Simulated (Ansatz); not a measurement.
## ZnBr2 (model cell, started as rutile): a soft mode frozen in

Which phase does ZnBr2 (model cell, started as rutile) fall into along its unstable mode, and how much energy does it gain?

Method: DFT PBEsol, scalar-relativistic, plane waves, PAW, in Ansatz 0.2.0.

This is a report of a sequence of runs, with most program output left out.

The structure was built from a prototype and need not be the compound's stable phase.

### 1. The starting structure

The structure is tetragonal, space group P4_2/mnm (No. 136). The conventional cell has a = 6.378 Å, b = 6.378 Å, c = 3.710 Å, α = 90.00°, β = 90.00°, γ = 90.00°. Nearest to Zn lie 6 Br at 2.52 to 2.80 Å. Nearest to Br lie 3 Zn at 2.52 to 2.80 Å. Farther neighbours and most contacts between anions are not listed.

Structure file:

```cif
data_structure
_symmetry_space_group_name_H-M 'P4_2/mnm'
_symmetry_Int_Tables_number 136
_cell_length_a 6.3778
_cell_length_b 6.3778
_cell_length_c 3.7095
_cell_angle_alpha 90.000
_cell_angle_beta 90.000
_cell_angle_gamma 90.000
_cell_volume 150.89
loop_
_atom_site_label
_atom_site_type_symbol
_atom_site_symmetry_multiplicity
_atom_site_Wyckoff_symbol
_atom_site_fract_x
_atom_site_fract_y
_atom_site_fract_z
_atom_site_occupancy
Zn1 Zn 2 a 0.00000 0.00000 0.00000 1
Br1 Br 4 f 0.31035 0.31035 0.00000 1
```

### 2. Phonons on a q mesh

The cell comes from relaxations at this level that are not shown. The mesh has a single point along some directions, so zone-edge points there are not solved. Linear response on a 1×1×2 q mesh gives force constants as far as a supercell of that size would.

Input file input.yaml:

```yaml
crystal:
  lattice:
    - [6.3778174714, 0.0, 0.0]
    - [0.0, 6.3778174714, 0.0]
    - [0.0, 0.0, 3.7095408363]
  atoms:
    - { symbol: Zn, position: [0.0, 0.0, 0.0] }
    - { symbol: Zn, position: [0.5, 0.5, 0.5] }
    - { symbol: Br, position: [0.3103537835, 0.3103537835, 0.0] }
    - { symbol: Br, position: [0.6896462165, 0.6896462165, 0.0] }
    - { symbol: Br, position: [0.8103537835, 0.1896462165, 0.5] }
    - { symbol: Br, position: [0.1896462165, 0.8103537835, 0.5] }
kpoints:
  mp_grid: { grid: [4, 4, 6] }
hamiltonian:
  xc: pbesol
scf:
  occupations: { method: fixed }
output:
  eigenvalues: true
phonons:
  method: dfpt
  dielectric: true
  rigid_motions: translations
  raman: true
  qmesh: [1, 1, 2]
  temperatures: { t_max: 1000, t_step: 50 }
  qpath:
    path:
      - [[0.0, 0.0, 0.0], [0.0, 0.5, 0.0], [0.5, 0.5, 0.0], [0.0, 0.0, 0.0], [0.0, 0.0, 0.5], [0.0, 0.5, 0.5], [0.5, 0.5, 0.5], [0.0, 0.0, 0.5]]
      - [[0.0, 0.5, 0.0], [0.0, 0.5, 0.5]]
      - [[0.5, 0.5, 0.0], [0.5, 0.5, 0.5]]
    npoints: 10
```

On the command line:

```console
$ ansatz run input.yaml --threads 8 --pin off --max-ram 14336MiB --backend cpu --events-out ev --progress --plain --runs-dir out
```

Run time: 3.2 min. Hardware: 8 threads of Intel Xeon 6975P-C (Granite Rapids), shared host; peak memory 3.6 GiB; 20 min of CPU time.

Numbers from this step:

```yaml
gap_on_the_k_mesh: 1.788 eV
volume_per_atom: 25.15 Å³
sum_rule_residual_before_enforcement: 3.61e-5 eV/Å²
miss_of_the_charge_sum_rule: 0.006474 e
estimated_error_of_the_dielectric_tensor: 0.02650
estimated_error_of_the_born_charges: 0.03295 e
point_group: 4/mmm
highest_optical_mode_at_the_zone_centre_no_lo_to_term: 194.9 cm⁻¹
lowest_optical_zone_centre_mode: -46.08 cm⁻¹
mean_high_frequency_dielectric_constant: 5.016
largest_born_charge_third_of_the_trace: 2.703 e
top_of_the_zone_centre_spectrum_with_the_field: 223.0 cm⁻¹
lowest_mode_on_the_q_mesh_acoustic_modes_at_gamma_apart: -51.01 cm⁻¹
highest_frequency_at_a_solved_wavevector_no_lo_to_term_at_gamma: 205.3 cm⁻¹
```

Frequencies (cm⁻¹) solved at each irreducible wavevector; negative means imaginary. Frequencies by wavevector, by row:

| q in reciprocal lattice units | star | mode 1 | mode 2 | mode 3 | mode 4 | mode 16 | mode 17 | mode 18 |
| --- | --- | --- | --- | --- | --- | --- | --- | --- |
| 0 0 0 | 1 | -46.1 | -46.1 | -3.4 | 0 | 187.3 | 194.9 | 194.9 |
| 0 0 -0.5 | 1 | -51 | -51 | 50 | 50 | 173.5 | 205.3 | 205.3 |

Symmetry leaves 2 wavevectors to solve. The lowest mode among them, the acoustic zeros apart, lies at q = (0, 0, -0.5) and is imaginary, 51.0i cm⁻¹, so the energy falls along it.

The log warns of the k mesh: “the force constants stand on the 4×4×6 k-mesh, whose period is 9.90 times the interband length at k = (0.0000, 0.0000, 0.0000), direct gap 1.788 eV, under 14: take them and everything formed from them as unconverged”.

### 3. The mode frozen in, largest atomic shift 0 Å

The mode followed lies at q = (0, 0, -0.5) with frequency 51.0i cm⁻¹ and is 2-fold degenerate, the softest among the wavevectors solved. At small amplitude the distorted cell has space group no. 92 by a symmetry search on the positions. The undistorted cell that holds it gives the zero of energy on the same k mesh.

System of this step: ZnBr2 (model cell, started as rutile). Symmetry: P4_2/mnm, No. 136, tetragonal system. The conventional cell has a = 6.378 Å, b = 6.378 Å, c = 3.710 Å, α = 90.00°, β = 90.00°, γ = 90.00°. Zn has 6 Br at 2.52 to 2.80 Å nearest. Nearest to Br lie 3 Zn at 2.52 to 2.80 Å. Farther neighbours and most contacts between anions are not listed.

Input file input.yaml:

```yaml
crystal:
  lattice:
    - [6.3778174714, 0.0, 0.0]
    - [0.0, 6.3778174714, 0.0]
    - [0.0, 0.0, 7.4190816726]
  atoms:
    - { symbol: Zn, position: [0.0, 0.0, 0.0] }
    - { symbol: Zn, position: [0.0, 0.0, 0.5] }
    - { symbol: Zn, position: [0.5, 0.5, 0.25] }
    - { symbol: Zn, position: [0.5, 0.5, 0.75] }
    - { symbol: Br, position: [0.3103537835, 0.3103537835, 0.0] }
    - { symbol: Br, position: [0.3103537835, 0.3103537835, 0.5] }
    - { symbol: Br, position: [0.6896462165, 0.6896462165, 0.0] }
    - { symbol: Br, position: [0.6896462165, 0.6896462165, 0.5] }
    - { symbol: Br, position: [0.8103537835, 0.1896462165, 0.25] }
    - { symbol: Br, position: [0.8103537835, 0.1896462165, 0.75] }
    - { symbol: Br, position: [0.1896462165, 0.8103537835, 0.25] }
    - { symbol: Br, position: [0.1896462165, 0.8103537835, 0.75] }
kpoints:
  mp_grid: { grid: [4, 4, 4] }
hamiltonian:
  xc: pbesol
scf:
  occupations: { method: gaussian, width: 0.02 }
output:
  forces: true
  stress: true
  eigenvalues: true
```

Wall time 3.5 s (8 threads); peak memory 1.3 GiB.

This step gave:

* pressure: -0.003726 GPa
* energy from the undistorted cell: 0 meV/atom

At this level the gap is 1.79 eV on the k-mesh of the self-consistent run, which can miss the band edges.

### 4. The mode frozen in, largest atomic shift 0.22 Å

The atoms are moved along the unstable eigenvector, the largest shift by 0.22 Å, with the cell fixed.

Input file input.yaml:

```yaml
crystal:
  lattice:
    - [6.3778174714, 0.0, 0.0]
    - [0.0, 6.3778174714, 0.0]
    - [0.0, 0.0, 7.4190816726]
  atoms:
    - { symbol: Zn, position: [-0.0243913365, -0.0243913365, 0.0] }
    - { symbol: Zn, position: [0.0243913365, 0.0243913365, 0.5] }
    - { symbol: Zn, position: [0.5243913365, 0.4756086635, 0.25] }
    - { symbol: Zn, position: [0.4756086635, 0.5243913365, 0.75] }
    - { symbol: Br, position: [0.3160510805, 0.3160510805, 0.0] }
    - { symbol: Br, position: [0.3046564864, 0.3046564864, 0.5] }
    - { symbol: Br, position: [0.6953435136, 0.6953435136, 0.0] }
    - { symbol: Br, position: [0.6839489195, 0.6839489195, 0.5] }
    - { symbol: Br, position: [0.8046564864, 0.1953435136, 0.25] }
    - { symbol: Br, position: [0.8160510805, 0.1839489195, 0.75] }
    - { symbol: Br, position: [0.1839489195, 0.8160510805, 0.25] }
    - { symbol: Br, position: [0.1953435136, 0.8046564864, 0.75] }
kpoints:
  mp_grid: { grid: [4, 4, 4] }
hamiltonian:
  xc: pbesol
scf:
  occupations: { method: gaussian, width: 0.02 }
output:
  forces: true
  stress: true
  eigenvalues: true
```

Wall time 4.3 s (8 threads); peak memory 1.1 GiB; 25 s of CPU time.

This step gave:

- pressure: 0.5515 GPa
- gap on the k-mesh: 1.924 eV
- energy from the undistorted cell: -1.949 meV/atom

The energy, extrapolated to zero smearing, is -1.95 meV/atom against the undistorted cell.

The run ends at a pressure of 0.55 GPa, with forces up to 0.18 eV/Å.

### 5. Energy along the mode, all amplitudes (two of the runs are shown above)

An imaginary frequency means negative curvature, so the energy should fall and then rise again as anharmonic terms take over.

This step gave:

* depth at the lowest point sampled: 1.949 meV/atom
* largest atomic shift at that point: 0.22 Å

Energy from the parent against largest atomic shift:

| largest atomic shift (Å) | energy from the parent (meV/atom) |
| --- | --- |
| 0.000 | 0 |
| 0.040 | -0.184 |
| 0.080 | -0.689 |
| 0.140 | -1.70 |
| 0.220 | -1.95 |
| 0.320 | 5.32 |

Displacement at unit largest shift by atom:

| atom | x (Å) | y (Å) | z (Å) | size |
| --- | --- | --- | --- | --- |
| Zn1 | -0.707 | -0.707 | 0.000 | 1.000 |
| Zn2 | 0.707 | 0.707 | 0.000 | 1.000 |
| Zn3 | 0.707 | -0.707 | 0.000 | 1.000 |
| Zn4 | -0.707 | 0.707 | 0.000 | 1.000 |
| Br5 | 0.165 | 0.165 | 0.000 | 0.233 |
| Br6 | -0.165 | -0.165 | 0.000 | 0.233 |
| Br7 | 0.165 | 0.165 | 0.000 | 0.233 |
| Br8 | -0.165 | -0.165 | 0.000 | 0.233 |
| Br9 | -0.165 | 0.165 | 0.000 | 0.233 |
| Br10 | 0.165 | -0.165 | 0.000 | 0.233 |
| Br11 | -0.165 | 0.165 | 0.000 | 0.233 |
| Br12 | 0.165 | -0.165 | 0.000 | 0.233 |

The lowest of the steps tried is at 0.22 Å, 1.95 meV/atom below the parent; the bottom of the well need not coincide with a step.

### 6. Relaxing from the distorted cell

Starting from the lowest point found, all atoms and the cell are let go, so that strain and other modes of the same symmetry can join in.

input.yaml, as its differences from that of step 4:

```diff
@@ -23,3 +23,3 @@
 scf:
-  occupations: { method: gaussian, width: 0.02 }
+  occupations: { method: fixed }
 output:
@@ -28 +28,6 @@
   eigenvalues: true
+relax:
+  adjacent_minimum: "off"
+  f_tol: 0.002
+  max_steps: 120
+  cell: { stress_tol: 0.03 }
```

The job ended after 70 s (8 threads; peak memory 1.3 GiB; 7.2 min of CPU time).

Step by step:

| step | energy less that of the first step (eV) | largest force component (eV/Å) | pressure (GPa) | volume (Å³) |
| --- | --- | --- | --- | --- |
| 1 | 0.0000 | 0.1293 | 0.55 | 301.78 |
| 2 | -0.0560 | 0.0516 | -0.07 | 312.27 |
| 3 | -0.1150 | 0.1295 | -0.49 | 325.33 |
| 4 | -0.1482 | 0.2043 | -0.48 | 336.57 |
| 5 | -0.2060 | 0.0866 | -0.35 | 357.20 |
| 6 | -0.2419 | 0.0180 | 0.16 | 345.56 |
| 7 | -0.2425 | 0.0084 | -0.03 | 346.99 |
| 8 | -0.2426 | 0.0012 | 0.00 | 346.76 |
| 9* | -0.2583 | 0.0023 | 0.03 | 346.76 |
| 10 | -0.2584 | 0.0023 | 0.01 | 348.16 |
| 11 | -0.2582 | 0.0043 | 0.00 | 349.17 |
| 12 | -0.2583 | 0.0003 | 0.00 | 348.99 |
| 13* | -0.2588 | 0.0003 | 0.00 | 348.99 |

Relaxation steps marked * repeat the geometry before them on a plane-wave basis chosen anew for their cell, so energy and pressure can jump there.

Forces are held to the 8 operations that the run works with; a distortion that breaks them can't arise in this run.

| conventional cell, symmetrised | before | after | change |
| --- | --- | --- | --- |
| a (Å) | 6.378 | 6.958 | +9.1 % |
| b (Å) | 6.378 | 6.958 | +9.1 % |
| c (Å) | 7.419 | 7.209 | -2.8 % |
| volume (Å³/atom) | 25.15 | 29.08 | +15.6 % |

The atoms that moved most (Å, as changes of fractional coordinates times the final cell):

| atom | dx | dy | dz | length |
| --- | --- | --- | --- | --- |
| Zn2 | 0.253 | 0.253 | 0.000 | 0.358 |
| Zn4 | -0.253 | 0.253 | 0.000 | 0.358 |
| Zn3 | 0.253 | -0.253 | 0.000 | 0.358 |
| Zn1 | -0.253 | -0.253 | 0.000 | 0.358 |
| Br8 | -0.204 | -0.204 | 0.000 | 0.289 |
| Br5 | 0.204 | 0.204 | 0.000 | 0.289 |
| Br10 | 0.204 | -0.204 | 0.000 | 0.289 |
| Br11 | -0.204 | 0.204 | 0.000 | 0.289 |

Final coordinates:

```xyz
12
Lattice="6.9577 0.0000 0.0000 0.0000 6.9577 0.0000 0.0000 0.0000 7.2092" Properties=species:S:1:pos:R:3 pbc="T T T"
Zn   -0.4226   -0.4226    0.0000
Zn    0.4226    0.4226    3.6046
Zn    3.9014    3.0563    1.8023
Zn    3.0563    3.9014    5.4069
Br    2.4034    2.4034    0.0000
Br    2.1524    2.1524    3.6046
Br    4.8053    4.8053    0.0000
Br    4.5543    4.5543    3.6046
Br    5.6313    1.3264    1.8023
Br    5.8822    1.0755    5.4069
Br    1.0755    5.8822    1.8023
Br    1.3264    5.6313    5.4069
```

Numbers from this step:

| Property | Result |
| --- | --- |
| pressure | -0.001285 GPa |
| gap on the k-mesh | 2.611 eV |
| volume per atom | 29.08 Å³ |

The distorted start has space group P4_12_12; the relaxation ends in P4_12_12.

### 7. What came out

```json
{
 "unstable mode of the parent": "q = (0, 0, -0.5), 51i cm⁻¹",
 "depth at the lowest point sampled": "1.95 meV/atom",
 "largest atomic shift at that point": "0.22 Å",
 "space group reached (within 0.01 Å)": "P4_12_12",
 "energy gained over the parent (first relaxation, on the mesh of the frozen mode)": "23.5 meV/atom",
 "volume per atom, phase reached": "29.1 Å³",
 "gap on the k-mesh, phase reached": "2.61 eV"
}
```

**Reading.** Along this mode the structure falls into P4_12_12, 23.5 meV/atom below the parent. At the parent's cell the well is 1.949 meV/atom deep on the steps tried, with its lowest point at a shift of 0.22 Å. Relaxing atoms and cell changes the gain by +21.57 meV/atom against the lowest step (energies at zero smearing). Most of the total comes from this relaxation. The modes of the phase reached were not computed on this path. Of the 6 patterns followed to their end from this parent, this one ends 2.56 meV/atom above the lowest, Pmn2_1. Each path keeps the symmetry of its pattern, so a lower phase may lie along a pattern not tried. With the field response the log warns that the k mesh is coarse for the force constants too, so the frequencies may not be converged. The q mesh is too sparse to interpolate, so only the solved wavevectors are given. The program warns that the interpolation holds no quadrupole term, so branches close to Γ can be off in this crystal. The volume moved by more than a tenth on the k mesh of the start, so the energy gain is rough. The starting cell was built on a prototype and not taken from a measurement, so the phase need not exist.

[Logs are printed without paths, hosts, clocks, repeated set-up lines and the standing remarks that a program may print on its own settings, such as how far it seeks lower states.]

[Hosts, paths, dates, database ids (printed as entryN), source tags and the programs' standing remarks are cut or masked in the printed files.]
